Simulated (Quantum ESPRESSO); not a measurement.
Wanted: the native input for a Quantum ESPRESSO 7.5 run.

```yaml
Task: single point
Functional: PBE
Potentials_or_basis: SSSP 1.3 efficiency PBE
Cutoff: 748 eV
Density_cutoff: 5987 eV
k_mesh: 11 × 11 × 7
Occupations: fermi-dirac, width 0.05 eV
Spin: collinear spin, ferromagnetic start
Starting_moments: "[1.0, 0.0] μB"
Mixing_beta: 0.3
Most_SCF_iterations: 120
SCF_threshold: 4e-10 Ry
```

The system is AlNi.

```
CELL_PARAMETERS angstrom
2.30068 -1.39468 0.00000
2.30068 1.39468 0.00000
-1.35645 0.00000 3.88084
ATOMIC_POSITIONS crystal
Ni 0.50000 0.50000 0.50000
Al 0.00000 0.00000 0.00000
```

The cell comes from a database or a generator and needn't be the stable form of this composition.

One way to write it, as run:

pw.in

```
&CONTROL
  calculation = 'scf'
  prefix = 'pwscf'
  outdir = './tmp'
  pseudo_dir = './pseudo'
  tprnfor = .true.
  tstress = .true.
  disk_io = 'nowf'
/
&SYSTEM
  ibrav = 0
  nat = 2
  ntyp = 2
  ecutwfc = 55
  ecutrho = 440
  nbnd = 20
  occupations = 'smearing'
  smearing = 'fd'
  degauss = 0.00367493
  nspin = 2
  starting_magnetization(1) = 0.0556
  starting_magnetization(2) = 0
/
&ELECTRONS
  conv_thr = 4d-10
  electron_maxstep = 120
  mixing_beta = 0.3
/
ATOMIC_SPECIES
Ni    58.6934 ni_pbe_v1.4.uspp.F.UPF
Al    26.9815 Al.pbe-n-kjpaw_psl.1.0.0.UPF
CELL_PARAMETERS angstrom
   2.3006810000   -1.3946800000    0.0000000000
   2.3006810000    1.3946800000    0.0000000000
  -1.3564510000    0.0000000000    3.8808380000
ATOMIC_POSITIONS crystal
Ni     0.5000000000    0.5000000000    0.5000000000
Al     0.0000000000    0.0000000000    0.0000000000
K_POINTS automatic
11 11 7 0 0 0
```

Potentials or basis: SSSP 1.3 efficiency PBE.

Launch:

```console
$ OMP_NUM_THREADS=1 mpirun -n 2 pw.x -nk 2 -in pw.in > pw.out
```

It gave:

```json
{
 "Pressure": "2.0 GPa",
 "Band gap on the k mesh": "none (metal or under the smearing width)",
 "Net moment": "0.00 μB per cell",
 "Absolute moment": "0.00 μB per cell",
 "Valence electrons inside the program's atomic spheres": "Ni 16.72; Al 1.24"
}
```

It took 2.5 min on 2 MPI ranks on Arm Neoverse V1 (shared host), peak memory 0.36 GiB a rank.
